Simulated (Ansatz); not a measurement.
Eigenvalues along a path: La (bcc type)

```
La
1.0
    -1.99510    1.99510    1.99510
     1.99510   -1.99510    1.99510
     1.99510    1.99510   -1.99510
La
1
Direct
  0.00000 0.00000 0.00000
```

The cell comes from a relaxation on PAW files under the same functional, begun from a prototype that needn't be the stable phase.

All numbers are PBE results (scalar-relativistic) from Ansatz 0.2.0, with a Γ-centred 13×13×13 k mesh, Fermi–Dirac smearing of 0.08 eV, no spin polarisation. Methods: LAPW: all electrons, basis error target 1 meV/atom.

This run: volume at 0.84 of the series' base cell.

Spin–orbit coupling is left out, which matters for the heavy atoms.

Path points, in fractions of the reciprocal vectors: Γ (0.000, 0.000, 0.000), H (0.500, -0.500, 0.500), N (0.000, 0.000, 0.500), P (0.250, 0.250, 0.250). The distance column jumps between branches of the path. Levels in eV from the Fermi level; bands 10 to 16, counted from the lowest band of the run. The gap is zero, the pressure 5.91 GPa.

```
# k(1/Å) point b10 b11 b12 b13 b14 b15 b16
0.000 Γ -15.24 -15.24 -15.24 -2.96 1.66 1.66 1.66
0.197 - -15.38 -15.29 -15.29 -2.65 1.29 1.29 1.50
0.394 - -15.72 -15.45 -15.45 -1.84 1.01 1.08 1.08
0.590 - -16.12 -15.68 -15.68 -0.84 0.24 1.10 1.10
0.787 - -16.44 -15.96 -15.96 -0.59 -0.13 1.35 1.35
0.984 - -16.63 -16.23 -16.23 -1.32 -0.35 1.71 1.71
1.181 - -16.69 -16.45 -16.45 -1.89 -1.24 1.85 1.98
1.378 - -16.67 -16.60 -16.60 -2.23 -2.05 1.88 2.11
1.575 H -16.65 -16.65 -16.65 -2.35 -2.35 1.89 2.15
1.714 - -16.68 -16.63 -16.61 -2.27 -2.22 1.88 2.11
1.853 - -16.77 -16.55 -16.47 -2.03 -1.83 1.83 1.96
1.992 - -16.89 -16.44 -16.27 -1.70 -1.22 1.65 1.66
2.131 - -17.03 -16.29 -16.01 -1.38 -0.42 1.26 1.28
2.271 - -17.16 -16.15 -15.75 -1.34 0.47 0.70 1.12
2.410 - -17.27 -16.02 -15.51 -1.61 0.16 1.30 1.32
2.549 - -17.34 -15.93 -15.34 -1.90 -0.21 1.58 1.77
2.688 N -17.36 -15.89 -15.28 -2.02 -0.34 1.68 1.90
2.827 - -17.29 -15.87 -15.28 -1.96 -0.30 1.68 1.86
2.966 - -17.09 -15.81 -15.28 -1.81 -0.17 1.66 1.71
3.106 - -16.78 -15.70 -15.27 -1.61 0.05 1.30 1.64
3.245 - -16.39 -15.58 -15.26 -1.56 0.32 0.83 1.62
3.384 - -15.98 -15.45 -15.25 -1.87 0.65 0.74 1.62
3.523 - -15.60 -15.34 -15.25 -2.39 1.00 1.00 1.64
3.662 - -15.34 -15.27 -15.24 -2.81 1.35 1.35 1.66
3.802 Γ -15.24 -15.24 -15.24 -2.96 1.66 1.66 1.66
3.972 - -15.39 -15.26 -15.26 -2.73 1.25 1.25 1.69
4.142 - -15.79 -15.31 -15.31 -2.13 0.78 0.78 1.75
4.313 - -16.26 -15.40 -15.40 -1.37 0.34 0.34 1.86
4.483 - -16.67 -15.54 -15.54 -0.58 0.05 0.05 1.98
4.654 - -16.91 -15.72 -15.72 -0.02 -0.02 0.16 2.11
4.824 - -16.94 -15.94 -15.94 0.13 0.13 0.79 2.24
4.995 - -16.75 -16.18 -16.18 0.44 0.44 1.14 2.25
5.165 P -16.39 -16.39 -16.39 0.82 0.82 0.82 2.12
5.336 - -16.57 -16.57 -15.98 -0.01 1.09 1.09 2.12
5.506 - -16.70 -16.70 -15.64 -0.66 1.02 1.02 2.08
5.677 - -16.77 -16.77 -15.51 -0.77 0.54 0.54 2.03
5.847 - -16.79 -16.79 -15.64 -0.24 -0.22 -0.22 1.99
6.018 - -16.76 -16.76 -15.95 -1.03 -1.03 0.73 1.97
6.188 - -16.71 -16.71 -16.30 -1.73 -1.73 1.60 1.96
6.358 - -16.67 -16.67 -16.56 -2.19 -2.19 1.87 2.07
6.529 H -16.65 -16.65 -16.65 -2.35 -2.35 1.89 2.15
7.893 P -16.39 -16.39 -16.39 0.82 0.82 0.82 2.12
7.991 - -16.59 -16.38 -16.19 0.49 0.66 1.19 2.14
8.089 - -16.78 -16.32 -15.99 0.21 0.26 1.55 2.16
8.188 - -16.95 -16.25 -15.80 -0.26 0.00 1.81 2.14
8.286 - -17.09 -16.15 -15.63 -0.81 -0.15 1.90 2.02
8.385 - -17.21 -16.06 -15.48 -1.30 -0.25 1.89 1.91
8.483 - -17.29 -15.97 -15.37 -1.69 -0.31 1.79 1.91
8.582 - -17.35 -15.92 -15.31 -1.94 -0.33 1.71 1.90
8.680 N -17.36 -15.89 -15.28 -2.02 -0.34 1.68 1.90
```
